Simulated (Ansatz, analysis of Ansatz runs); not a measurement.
# LaOF (R-3m), nudged elastic band: H_i hop between interstitial places (q = +1)

Wanted: path and barrier of a jump of H in LaOF (R-3m) at charge +1. The case: H_i hop between interstitial places, in a cell of 36 host atoms with 1 H put in.

Method: plane-wave PAW DFT, PBEsol; nudged elastic band between two relaxed defect structures at fixed charge in a uniform background, in Ansatz 0.2.0.

### 1. The structure

The cell holds 37 atoms: 12 La, 12 O, 12 F and 1 H. Its edges and angles: a = 8.026 Å, b = 12.040 Å, c = 7.079 Å, α = 73.5°, β = 73.5°, γ = 60.0°. It derives from LaOF (space group R-3m). Nearest the centre at fractional (0.125, 0.750, 0.750): O15 at 1.41 Å, F17 at 1.48 Å, La8 at 2.01 Å, La32 at 2.01 Å, H37 at 2.03 Å, F12 at 3.15 Å, F36 at 3.15 Å, O9 at 3.17 Å. The cell carries charge +1.

The cell's shortest repeat is 7.1 Å.

### 2. Relaxation of the start point, charge +1

A barrier is counted from a minimum, so both ends are relaxed first. Small random displacements break the symmetry of the ideal sites, so that the defect can distort if it gains by it. The charge of +1 is set by the electron count, and a uniform background keeps the cell neutral.

Input file qp1.start/input.yaml:

```yaml
crystal:
  lattice:
    - [-4.01323028, 6.95111875, 0.0]
    - [-12.03969085, 0.0, 0.0]
    - [-2.00661514, 1.15851979, 6.68937332]
  atoms:
    - { symbol: La, position: [0.12912111, 0.08608074, 0.22527337] }
    - { symbol: La, position: [0.37087889, 0.2472526, 0.77472663] }
    - { symbol: O, position: [0.1884472, 0.12563147, 0.86931681] }
    - { symbol: O, position: [0.3115528, 0.20770187, 0.13068319] }
    - { symbol: F, position: [0.06449263, 0.04299509, 0.6130442] }
    - { symbol: F, position: [0.43550737, 0.29033824, 0.3869558] }
    - { symbol: La, position: [0.12912111, 0.41941407, 0.22527337] }
    - { symbol: La, position: [0.37087889, 0.58058593, 0.77472663] }
    - { symbol: O, position: [0.1884472, 0.4589648, 0.86931681] }
    - { symbol: O, position: [0.3115528, 0.5410352, 0.13068319] }
    - { symbol: F, position: [0.06449263, 0.37632842, 0.6130442] }
    - { symbol: F, position: [0.43550737, 0.62367158, 0.3869558] }
    - { symbol: La, position: [0.12912111, 0.7527474, 0.22527337] }
    - { symbol: La, position: [0.37087889, 0.91391926, 0.77472663] }
    - { symbol: O, position: [0.1884472, 0.79229813, 0.86931681] }
    - { symbol: O, position: [0.3115528, 0.87436853, 0.13068319] }
    - { symbol: F, position: [0.06449263, 0.70966176, 0.6130442] }
    - { symbol: F, position: [0.43550737, 0.95700491, 0.3869558] }
    - { symbol: La, position: [0.62912111, 0.08608074, 0.22527337] }
    - { symbol: La, position: [0.87087889, 0.2472526, 0.77472663] }
    - { symbol: O, position: [0.6884472, 0.12563147, 0.86931681] }
    - { symbol: O, position: [0.8115528, 0.20770187, 0.13068319] }
    - { symbol: F, position: [0.56449263, 0.04299509, 0.6130442] }
    - { symbol: F, position: [0.93550737, 0.29033824, 0.3869558] }
    - { symbol: La, position: [0.62912111, 0.41941407, 0.22527337] }
    - { symbol: La, position: [0.87087889, 0.58058593, 0.77472663] }
    - { symbol: O, position: [0.6884472, 0.4589648, 0.86931681] }
    - { symbol: O, position: [0.8115528, 0.5410352, 0.13068319] }
    - { symbol: F, position: [0.56449263, 0.37632842, 0.6130442] }
    - { symbol: F, position: [0.93550737, 0.62367158, 0.3869558] }
    - { symbol: La, position: [0.62912111, 0.7527474, 0.22527337] }
    - { symbol: La, position: [0.87087889, 0.91391926, 0.77472663] }
    - { symbol: O, position: [0.6884472, 0.79229813, 0.86931681] }
    - { symbol: O, position: [0.8115528, 0.87436853, 0.13068319] }
    - { symbol: F, position: [0.56449263, 0.70966176, 0.6130442] }
    - { symbol: F, position: [0.93550737, 0.95700491, 0.3869558] }
    - { symbol: H, position: [1.0, 0.666667, 0.0] }
total_charge: 1
basis:
  ecutwfc: 420
  xc_grid: 2
hamiltonian:
  xc: pbesol
kpoints:
  mp_grid: { grid: [1, 1, 1] }
scf:
  occupations: { method: fixed }
  max_iter: 120
output:
  forces: true
relax:
  f_tol: 0.015
  max_steps: 70
  random_displacement: { amplitude: 0.03, seed: 3763 }
```

On the command line:

```console
$ ansatz run input.yaml --threads 4 --pin off --max-ram 7536MiB --backend cpu --events-out ev --progress --plain --runs-dir out
```

Numbers of over 12 decimals in the logs are rounded to 6 here.

What it wrote:

```text
[... repeated set-up lines and file paths are left out, and long positions are rounded to six places ...]
The last accepted step is kept in <dir> (removed where the run ends without a failure and the disk answers)
Engine: ansatz 0.2.0, x86_64-unknown-linux-gnu
Pseudopotentials: kind: paw
Pseudopotential: La, paw, valence charge 11, recommended cutoff 420 eV (normal), La.paw.azcp
Pseudopotential: O, paw, valence charge 6, recommended cutoff 420 eV (normal), O.paw.azcp
Pseudopotential: F, paw, valence charge 7, recommended cutoff 420 eV (normal), F.paw.azcp
Pseudopotential: H, paw, valence charge 1, recommended cutoff 420 eV (normal), H.paw.azcp
Functional definition: PBEsol
  exchange = pbesol_x
  correlation = pbesol_c
Crystal: 37 atoms, lattice volume = 559.829 Å³
Basis set: ecut = 420 eV, 10937 PW (Γ), exchange–correlation on 108×162×96 points (8 copies of the dense FFT grid, shifted against one another)
Bands: 181, of which v1, the nominal top of the filled ones, is band 144 counted from 1 (143 counted from 0)
Symmetry: 1 space group operations
k-points: 1
Non-local potential: La, projectors of the file, l = 0: 3, l = 1: 2, l = 2: 2, l = 3: 3
Non-local potential: O, projectors of the file, l = 0: 2, l = 1: 2, l = 2: 1
Non-local potential: F, projectors of the file, l = 0: 2, l = 1: 2, l = 2: 1
Non-local potential: H, projectors of the file, l = 0: 2, l = 1: 1
PAW form: soft (Blöchl's): semilocal exchange-correlation on the pseudo side does not see the compensation charge
PAW frozen core: La, regenerated for the run's functional, and the local potential with it (the file was generated under x = pbe(κ = 0.804, μ = 0.219515), c = pbe(β = 0.066725))
PAW frozen core: O, regenerated for the run's functional, and the local potential with it (the file was generated under x = pbe(κ = 0.804, μ = 0.219515), c = pbe(β = 0.066725))
PAW frozen core: F, regenerated for the run's functional, and the local potential with it (the file was generated under x = pbe(κ = 0.804, μ = 0.219515), c = pbe(β = 0.066725))
PAW one-centre angular grid: La, 590 points (default); XC on 64 Gauss nodes
PAW one-centre angular grid: O, 110 points (default); XC on 64 Gauss nodes
PAW one-centre angular grid: F, 110 points (default); XC on 64 Gauss nodes
PAW one-centre angular grid: H, 110 points (default); XC on 64 Gauss nodes
Initial density: superposition of atomic densities (neutral atoms scaled as one to the charged cell's electrons: chi_scale 0, normalization atom), corrected by the library's trained network
Initial wavefunctions: pseudopotential atomic-orbital guess
Functional: x = pbesol(κ = 0.804, μ = 0.123457), c = pbesol(β = 0.046)
SCF iter   1: F=—  HF=-90368.872662 eV  |F-HF|=—  |Δ(HF+E_count)|=         —  Δρ=1.95e-2  dr2=4.89e0  ethr=1.77e-3  ⟨swp⟩=5.0  Hψ=641  notcnv=0  defer=31
preconditioner: auto → Resta (q_TF=auto, 2.442 Å⁻¹)  ε∞=4.7  [insulator: Δε(μ)=1.735 eV  Ē_g=13.274 eV  n_scr=134 (ndim 8)  ℏωp=25.5 eV  f_vac=0.066  ε∞_Penn≈4.7]
SCF iter   2: F=—  HF=-90367.749597 eV  |F-HF|=—  |Δ(HF+E_count)|=    1.12e0  Δρ=7.66e-3  dr2=6.24e-1  ethr=1.70e-3  ⟨swp⟩=3.0  Hψ=256  notcnv=0  defer=31
SCF iter   3: F=—  HF=-90367.616708 eV  |F-HF|=—  |Δ(HF+E_count)|=   1.33e-1  Δρ=4.05e-3  dr2=9.31e-2  ethr=2.17e-4  ⟨swp⟩=3.0  Hψ=276  notcnv=0  defer=32
SCF iter   4: F=—  HF=-90367.602407 eV  |F-HF|=—  |Δ(HF+E_count)|=   1.43e-2  Δρ=2.04e-3  dr2=1.67e-2  ethr=3.23e-5  ⟨swp⟩=3.0  Hψ=276  notcnv=0  defer=34
SCF iter   5: F=—  HF=-90367.600045 eV  |F-HF|=—  |Δ(HF+E_count)|=   2.36e-3  Δρ=1.10e-3  dr2=6.65e-3  ethr=5.78e-6  ⟨swp⟩=3.0  Hψ=281  notcnv=0  defer=35
SCF iter   6: F=—  HF=-90367.599182 eV  |F-HF|=—  |Δ(HF+E_count)|=   8.63e-4  Δρ=6.58e-4  dr2=3.34e-3  ethr=2.31e-6  ⟨swp⟩=3.0  Hψ=285  notcnv=0  defer=35
SCF iter   7: F=—  HF=-90367.599506 eV  |F-HF|=—  |Δ(HF+E_count)|=   3.25e-4  Δρ=1.55e-4  dr2=1.27e-4  ethr=1.16e-6  ⟨swp⟩=2.0  Hψ=218  notcnv=0  defer=35
SCF iter   8: F=—  HF=-90367.599524 eV  |F-HF|=—  |Δ(HF+E_count)|=   1.74e-5  Δρ=8.04e-5  dr2=4.78e-5  ethr=4.41e-8  ⟨swp⟩=2.0  Hψ=270  notcnv=0  defer=35
SCF iter   9: F=—  HF=-90367.599531 eV  |F-HF|=—  |Δ(HF+E_count)|=   6.96e-6  Δρ=4.41e-5  dr2=1.18e-5  ethr=1.66e-8  ⟨swp⟩=2.0  Hψ=217  notcnv=0  defer=35
SCF iter  10: F=-90367.599536 eV  HF=-90367.599534 eV  |F-HF|=1.93e-6  |Δ(HF+E_count)|=   2.95e-6  Δρ=2.02e-5  dr2=1.94e-6  ethr=1.95e-9  ⟨swp⟩=4.0  Hψ=540  notcnv=0
SCF 1 converged in 10 iterations: F = -90367.599536 eV  dr2 = 1.94e-6
  greatest PAW one-centre occupation: 0.973 electrons in one spin orbital (limit 2), on the La atom at site 25 (counted from 0), in its partial waves of l = 0
relax step   1: F+E_penalty+E_count = -90367.59953561 eV  Δ(F+E_penalty+E_count) = +0.000e0 eV  max|allowed force component| = 9.949e-1 eV/Å  Δτ_max = 0.0000 Å  (10 SCF iters, dr2 threshold 5.63e-6 eV, accepted)
[... the SCF cycles and remarks between the steps are left out from here to the last step ...]
relax step   2: F+E_penalty+E_count = -90367.00524614 eV  Δ(F+E_penalty+E_count) = +5.943e-1 eV  max|allowed force component| = 2.133e0 eV/Å  Δτ_max = 0.1803 Å  (8 SCF iters, dr2 threshold 6.19e-5 eV, rejected (line search))
relax step   3: F+E_penalty+E_count = -90367.95223064 eV  Δ(F+E_penalty+E_count) = -3.527e-1 eV  max|allowed force component| = 2.096e-1 eV/Å  Δτ_max = 0.0655 Å  (12 SCF iters, accepted)
relax step   4: F+E_penalty+E_count = -90368.00370010 eV  Δ(F+E_penalty+E_count) = -5.147e-2 eV  max|allowed force component| = 3.491e-1 eV/Å  Δτ_max = 0.0966 Å  (7 SCF iters, dr2 threshold 2.75e-6 eV, accepted)
relax step   5: F+E_penalty+E_count = -90368.10585152 eV  Δ(F+E_penalty+E_count) = -1.022e-1 eV  max|allowed force component| = 6.870e-1 eV/Å  Δτ_max = 0.1465 Å  (7 SCF iters, dr2 threshold 7.62e-6 eV, accepted)
relax step   6: F+E_penalty+E_count = -90368.34836512 eV  Δ(F+E_penalty+E_count) = -2.425e-1 eV  max|allowed force component| = 1.220e0 eV/Å  Δτ_max = 0.1957 Å  (7 SCF iters, dr2 threshold 1.00e-4 eV, accepted)
relax step   7: F+E_penalty+E_count = -90368.78133438 eV  Δ(F+E_penalty+E_count) = -4.330e-1 eV  max|allowed force component| = 1.960e0 eV/Å  Δτ_max = 0.1950 Å  (7 SCF iters, dr2 threshold 1.00e-4 eV, accepted)
relax step   8: F+E_penalty+E_count = -90369.47197583 eV  Δ(F+E_penalty+E_count) = -6.906e-1 eV  max|allowed force component| = 2.883e0 eV/Å  Δτ_max = 0.1927 Å  (6 SCF iters, dr2 threshold 1.00e-4 eV, accepted)
relax step   9: F+E_penalty+E_count = -90370.66438250 eV  Δ(F+E_penalty+E_count) = -1.192e0 eV  max|allowed force component| = 2.765e0 eV/Å  Δτ_max = 0.1981 Å  (6 SCF iters, dr2 threshold 1.00e-4 eV, accepted)
[...]
relax step  22: F+E_penalty+E_count = -90371.24777533 eV  Δ(F+E_penalty+E_count) = -5.329e-2 eV  max|allowed force component| = 2.540e-1 eV/Å  Δτ_max = 0.1952 Å  (6 SCF iters, dr2 threshold 1.00e-4 eV, accepted)
relax step  23: F+E_penalty+E_count = -90371.22624003 eV  Δ(F+E_penalty+E_count) = +2.154e-2 eV  max|allowed force component| = 3.832e-1 eV/Å  Δτ_max = 0.1898 Å  (6 SCF iters, dr2 threshold 1.53e-5 eV, rejected (line search))
relax step  24: F+E_penalty+E_count = -90371.26444787 eV  Δ(F+E_penalty+E_count) = -1.667e-2 eV  max|allowed force component| = 1.110e-1 eV/Å  Δτ_max = 0.0949 Å  (9 SCF iters, accepted)
relax step  25: F+E_penalty+E_count = -90371.26644050 eV  Δ(F+E_penalty+E_count) = -1.993e-3 eV  max|allowed force component| = 4.735e-2 eV/Å  Δτ_max = 0.0482 Å  (6 SCF iters, dr2 threshold 2.36e-6 eV, accepted)
relax step  26: F+E_penalty+E_count = -90371.26761060 eV  Δ(F+E_penalty+E_count) = -1.170e-3 eV  max|allowed force component| = 3.828e-2 eV/Å  Δτ_max = 0.0077 Å  (6 SCF iters, dr2 threshold 4.08e-7 eV, accepted)
relax step  27: F+E_penalty+E_count = -90371.26770760 eV  Δ(F+E_penalty+E_count) = -9.700e-5 eV  max|allowed force component| = 2.714e-2 eV/Å  Δτ_max = 0.0055 Å  (6 SCF iters, dr2 threshold 2.67e-7 eV, accepted)
relax step  28: F+E_penalty+E_count = -90371.26793192 eV  Δ(F+E_penalty+E_count) = -2.243e-4 eV  max|allowed force component| = 1.489e-2 eV/Å  Δτ_max = 0.0042 Å  (5 SCF iters, dr2 threshold 3.70e-7 eV, accepted)
iter 1 solved again at ethr=3.00e-11 eV; its pass at ethr=3.10e-3 eV (dr2=8.65e-8 eV) is discarded
SCF iter   1: F=—  HF=-90371.267928 eV  |F-HF|=—  |Δ(HF+E_count)|=         —  Δρ=4.79e-6  dr2=8.75e-8  ethr=3.00e-11  ⟨swp⟩=3.0  Hψ=534  notcnv=0  defer=31
SCF iter   2: F=-90371.267932 eV  HF=-90371.267932 eV  |F-HF|=4.10e-9  |Δ(HF+E_count)|=   4.40e-6  Δρ=2.53e-6  dr2=3.11e-8  ethr=3.00e-11  ⟨swp⟩=5.0  Hψ=686  notcnv=0
SCF 29 converged in 2 iterations: F = -90371.267932 eV  dr2 = 3.11e-8
relax step  29: F+E_penalty+E_count = -90371.26793193 eV  Δ(F+E_penalty+E_count) = -1.366e-8 eV  max|allowed force component| = 1.482e-2 eV/Å  Δτ_max = 0.0000 Å  (2 SCF iters, accepted)
SCF converged after 2 iterations
Free energy (F): -90371.267932 eV
Harris-Foulkes:  -90371.267932 eV  (|F-HF|=4.10e-9)
Internal energy: -90371.267932 eV  (E = F + TS)
E sigma→0 (E₀):  -90371.267932 eV
Fermi energy:    8.315815 eV
--- Per-component energies (eV) ---
  E_band       = -469.436550
  E_kinetic    = 6902.489567
  E_local      = -14437.643242  (includes V_loc(G=0)·N_el)
  E_nonlocal   = 2639.982185
  E_hartree    = 5282.976110
  E_xc         = -3497.184659
  E_vxc        = -4130.671188  (∫ρ·V_xc dr)
  E_paw        = -68104.355502  (= ΣΔE_a)
  E_vpaw       = -2009.599725  (= ΣTr[D̂ρ^β])
  E_aug_tail   = 0.052269  (compensation charges beyond the density's cutoff)
  E_ewald      = -19160.551540
  E_core_change = 2.966880  (= ΣΔE_core)
  E_smearing   = -0.000000  (= −TS)
  E_closure    = -0.000000  (closes the sum)
  E_deformation_potential = 18.988447  (in the stress; not in F)
  Σ components = -90371.267932   (vs F -90371.267932, Δ=0.00e0)
--- Forces (eV/Å), atoms counted from 1 ---
  atom   1  La     0.00653489     0.00175159     0.00134636
  atom   2  La    -0.00203215    -0.00036842    -0.00358258
  atom   3  O     -0.00144448     0.00134692    -0.00010652
  atom   4  O     -0.00504022    -0.00320178     0.00105336
  atom   5  F     -0.00026084     0.00067275     0.00020291
  atom   6  F      0.00010957    -0.00311886    -0.00076776
  atom   7  La    -0.00201327     0.00201694     0.00015673
  atom   8  La    -0.00238478    -0.00432018    -0.00231860
  atom   9  O     -0.00302895     0.00327426     0.00010307
  atom  10  O      0.00523968    -0.00237579    -0.00482543
  atom  11  F      0.00068904     0.00055631    -0.00288278
  atom  12  F     -0.00077045     0.00025806     0.00005439
  atom  13  La     0.00149716     0.00393878    -0.00099748
  atom  14  La     0.00268273    -0.00347682     0.00094014
  atom  15  O     -0.00033905     0.00075633    -0.00155945
  atom  16  O     -0.00250241    -0.00044483     0.00054428
  atom  17  F     -0.00057758    -0.00017762     0.00071406
  atom  18  F     -0.00237437    -0.00090936    -0.00033824
  atom  19  La     0.00183041     0.00457729     0.00029552
  atom  20  La    -0.00013859    -0.00434073     0.00169906
  atom  21  O      0.00039776     0.00081086     0.00125836
  atom  22  O      0.00047322    -0.00215379    -0.00100403
  atom  23  F      0.00075998     0.00141353    -0.00086367
  atom  24  F     -0.00237213     0.00084575    -0.00155376
  atom  25  La     0.00152453    -0.00147033    -0.00101816
  atom  26  La     0.00061058    -0.00304550    -0.00203845
  atom  27  O      0.00047305     0.00382514     0.00093282
  atom  28  O     -0.00102367     0.00412084     0.00181585
  atom  29  F      0.00098184     0.00208874    -0.00091514
  atom  30  F      0.00023977    -0.00034946    -0.00038291
  atom  31  La     0.00165164     0.00098031     0.00246709
  atom  32  La    -0.00071435    -0.00131310     0.00006076
  atom  33  O      0.00059565     0.00190073    -0.00088271
  atom  34  O     -0.00213734    -0.00349151    -0.00102103
  atom  35  F     -0.00008374     0.00188321    -0.00091263
  atom  36  F     -0.00033675    -0.00131351    -0.00052979
  atom  37  H      0.00328333    -0.00112350     0.01481538
  max |Σ_I F_I| component: 4.10e-5 eV/Å
--- Relaxed structure (29 steps of the walk, 26 accepted, 0 SCFs on fresh bases) ---
  F+E_penalty+E_count = -90371.26793193 eV   max|allowed force component| = 1.482e-2 eV/Å
  atoms:
    - { symbol: La, position: [0.123505, 0.084919, 0.225970] }
    - { symbol: La, position: [0.363580, 0.254537, 0.783306] }
    - { symbol: O, position: [0.182186, 0.129434, 0.871291] }
    - { symbol: O, position: [0.295802, 0.213292, 0.137930] }
    - { symbol: F, position: [0.056147, 0.047425, 0.614482] }
    - { symbol: F, position: [0.422124, 0.296256, 0.391299] }
    - { symbol: La, position: [0.103715, 0.410438, 0.256794] }
    - { symbol: La, position: [0.379951, 0.596162, 0.735498] }
    - { symbol: O, position: [0.191368, 0.468963, 0.890927] }
    - { symbol: O, position: [0.297597, 0.542801, 0.121385] }
    - { symbol: F, position: [0.056589, 0.381269, 0.626571] }
    - { symbol: F, position: [0.427455, 0.627319, 0.370999] }
    - { symbol: La, position: [0.116217, 0.760883, 0.218327] }
    - { symbol: La, position: [0.363798, 0.922441, 0.772690] }
    - { symbol: O, position: [0.189280, 0.793110, 0.862339] }
    - { symbol: O, position: [0.303632, 0.878859, 0.128068] }
    - { symbol: F, position: [0.062355, 0.713652, 0.604274] }
    - { symbol: F, position: [0.430112, 0.959983, 0.385710] }
    - { symbol: La, position: [0.619182, 0.088954, 0.229381] }
    - { symbol: La, position: [0.861199, 0.251505, 0.779921] }
    - { symbol: O, position: [0.678840, 0.130002, 0.873339] }
    - { symbol: O, position: [0.800636, 0.213030, 0.131840] }
    - { symbol: F, position: [0.556033, 0.049677, 0.615105] }
    - { symbol: F, position: [0.920117, 0.290681, 0.396133] }
    - { symbol: La, position: [0.624238, 0.418247, 0.221330] }
    - { symbol: La, position: [0.869132, 0.586956, 0.779835] }
    - { symbol: O, position: [0.679519, 0.466153, 0.865573] }
    - { symbol: O, position: [0.804109, 0.540958, 0.135295] }
    - { symbol: F, position: [0.553604, 0.383881, 0.608424] }
    - { symbol: F, position: [0.933447, 0.624691, 0.386276] }
    - { symbol: La, position: [0.625585, 0.756357, 0.220244] }
    - { symbol: La, position: [0.863590, 0.921276, 0.771339] }
    - { symbol: O, position: [0.687121, 0.794044, 0.868649] }
    - { symbol: O, position: [0.804445, 0.880583, 0.126873] }
    - { symbol: F, position: [0.566705, 0.716038, 0.602717] }
    - { symbol: F, position: [0.928382, 0.959853, 0.385031] }
    - { symbol: H, position: [1.254038, 0.514426, 0.026770] }
```

Elapsed: 31 s, on 4 threads of Intel Xeon 6975P-C (Granite Rapids), shared host; peak memory 0.75 GiB.

The steps of the relaxation (22 of 29):

| step | energy less that of the first step (eV) | largest force component (eV/Å) |
| --- | --- | --- |
| 1 | 0.0000 | 0.9949 |
| 2 | 0.5943 | 2.1325 |
| 4 | -0.4042 | 0.3491 |
| 5 | -0.5063 | 0.6870 |
| 6 | -0.7488 | 1.2196 |
| 8 | -1.8724 | 2.8834 |
| 9 | -3.0648 | 2.7651 |
| 10 | -2.5507 | 10.9128 |
| 12 | -3.4794 | 0.9562 |
| 13 | -3.5281 | 0.4213 |
| 14 | -3.5466 | 0.5583 |
| 16 | -3.5647 | 0.0485 |
| 17 | -3.5654 | 0.0224 |
| 18 | -3.5656 | 0.0181 |
| 20 | -3.5697 | 0.4727 |
| 21 | -3.5949 | 0.5222 |
| 22 | -3.6482 | 0.2540 |
| 24 | -3.6649 | 0.1110 |
| 25 | -3.6669 | 0.0474 |
| 26 | -3.6681 | 0.0383 |
| 28 | -3.6684 | 0.0149 |
| 29 | -3.6684 | 0.0148 |

Relaxation steps 2, 10, 23 were tried and not accepted.

The atoms that moved most (Å, from the sites as typed, ahead of the random displacement, the mean shift of all atoms taken out):

| atom | dx | dy | dz | length |
| --- | --- | --- | --- | --- |
| H37 | 0.761 | 1.797 | 0.175 | 1.959 |
| La8 | -0.144 | 0.018 | -0.266 | 0.303 |
| La7 | 0.148 | -0.140 | 0.207 | 0.290 |
| O9 | -0.174 | 0.046 | 0.141 | 0.228 |
| O10 | 0.055 | -0.108 | -0.066 | 0.138 |
| F12 | 0.022 | -0.074 | -0.111 | 0.135 |
| F24 | 0.041 | -0.096 | 0.057 | 0.119 |
| La13 | -0.031 | -0.098 | -0.050 | 0.114 |

The relaxed structure:

```xyz
37
Lattice="-4.0132 6.9511 0.0000 -12.0397 0.0000 0.0000 -2.0066 1.1585 6.6894" Properties=species:S:1:pos:R:3 pbc="T T T"
La   -1.9715    1.1203    1.5116
La   -6.0955    3.4348    5.2398
O    -4.0378    2.2758    5.8284
O    -4.0319    2.2160    0.9227
F    -2.0293    1.1022    4.1105
F    -6.0461    3.3876    2.6175
La   -5.8731    1.0184    1.7178
La  -10.1783    3.4932    4.9200
O    -8.2019    2.3624    5.9597
O    -7.9731    2.2093    0.8120
F    -6.0748    1.1193    4.1914
F   -10.0127    3.4011    2.4818
La  -10.0653    1.0608    1.4605
La  -14.1164    3.4240    5.1688
O   -12.0388    2.3147    5.7685
O   -12.0567    2.2589    0.8567
F   -10.0549    1.1335    4.0422
F   -14.0580    3.4366    2.5802
La   -4.0162    4.5697    1.5344
La   -8.0492    6.8898    5.2172
O    -6.0420    5.7305    5.8421
O    -6.0425    5.7181    0.8819
F    -4.0639    4.5777    4.1147
F    -7.9872    6.8548    2.6499
La   -7.9849    4.5956    1.4806
La  -12.1196    6.9449    5.2166
O   -10.0763    5.7262    5.7901
O   -10.0115    5.7462    0.9050
F    -8.0644    4.5530    4.0700
F   -12.0423    6.9360    2.5839
La  -12.0589    4.6037    1.4733
La  -16.1054    6.8965    5.1598
O   -14.0607    5.7826    5.8107
O   -14.0850    5.7388    0.8487
F   -12.1046    4.6375    4.0318
F   -16.0548    6.8994    2.5756
H   -11.2800    8.7480    0.1791
```

Neighbours of H37 at the end:

| atom | distance (Å) |
| --- | --- |
| O10 | 1.034 |
| O9 | 1.525 |
| La8 | 2.215 |
| La7 | 2.217 |
| O15 | 3.044 |
| O27 | 3.080 |
| F30 | 3.106 |
| F6 | 3.157 |
| La13 | 3.165 |
| La25 | 3.169 |

Among the atoms that came to bonding distance: O10–H37 1.03 Å (from 2.48).

This step gave:

```yaml
free_energy: -90371.2679 eV
r_m_s_move_of_the_farther_half_of_the_atoms: 0.07798 Å
largest_move_from_the_ideal_geometry_of_this_structure_a_common_shift_of_the_far_atoms_taken_out: 2.023 Å
```

The relaxation gained 3.668 eV and ended with a largest force component of 0.015 eV/Å.

(Part 1 of 4 ends here.)

[Logs are printed without paths, hosts, clocks, repeated set-up lines and the standing remarks that a program may print on its own settings, such as how far it seeks lower states.]

[Hosts, paths, dates, database ids (printed as entryN), source tags and the programs' standing remarks are cut or masked in the printed files.]
